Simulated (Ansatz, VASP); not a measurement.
# Two plane-wave programs on Ti

```xyz
1
Lattice="-1.5873 1.5873 1.5873 1.5873 -1.5873 1.5873 1.5873 1.5873 -1.5873" Properties=species:S:1:pos:R:3 pbc="T T T"
Ti    0.0000    0.0000    0.0000
```

Alike in both runs: functional PBEsol; k mesh 18 × 18 × 18; occupations gaussian, width 0.1 eV; no spin polarisation.

Ansatz relaxed the structure, and its values are those at the end. VASP's run is a single point on that final structure, the one shown.

|  | VASP | Ansatz |
| --- | --- | --- |
| version | VASP 6.6.1 | Ansatz 0.2.0 |
| potentials or method | VASP PAW PBE potentials, release 64 (Ti_sv) | scalar-relativistic, plane waves, PAW |
| plane-wave cutoff (eV) | 520 | 420 |
| valence electrons in the cell | 12 | 12 |

|  | VASP | Ansatz | Ansatz less VASP |
| --- | --- | --- | --- |
| gap on the k mesh at the Fermi level (eV) | none | none | - |
| pressure (GPa) | 3.7 | 4.0 | +0.33 |

A gap of «none» marks a metal or a gap that the smearing closes.

Caveats: the PAW data sets were made with another functional, which shifts forces and pressure a little (VASP).
